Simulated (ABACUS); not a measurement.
Ge:

```
CELL_PARAMETERS angstrom
0.00000 2.82891 2.82891
2.82891 0.00000 2.82891
2.82891 2.82891 0.00000
ATOMIC_POSITIONS crystal
Ge 0.75000 0.75000 0.75000
Ge 0.50000 0.50000 0.50000
```

* Program: ABACUS 3.10.1
* Task: relaxation of cell and atoms
* Functional: OLYP
* Potentials or basis: SPMS ONCV 1.0 PBE
* Cutoff: 1075 eV
* Density cutoff: 4299 eV
* Basis: plane waves
* k mesh: 6 × 6 × 6
* Occupations: fermi-dirac, width 0.05 eV
* Spin: no spin polarisation

At the start: pressure 6.5 GPa; volume 22.64 Å³/atom.

How do energy, volume and symmetry change on relaxing?

Over 3 steps the energy falls by 46.3 meV/atom and the volume is 25.13 Å³/atom (+11.0 %); space group Fd-3m (No. 227, to 0.05 Å).

Step by step:
```tsv
step	energy change (eV)	largest force (eV/Å)	pressure (GPa)	volume (Å³)
1	0.0000	0.0000	6.48	45.28
2	-0.0860	0.0000	-1.35	51.79
3	-0.0927	0.0000	-0.02	50.27
```

Final structure:
```xyz
2
Lattice="0.0000 2.9292 2.9292 2.9292 0.0000 2.9292 2.9292 2.9292 0.0000" Properties=species:S:1:pos:R:3 pbc="T T T"
Ge    4.3938    4.3938    4.3938
Ge    2.9292    2.9292    2.9292
```

Caveat: the potentials were made for another functional, which shifts forces and pressure; the volume moved by +11 % from the deposited cell, more than functionals usually miss.
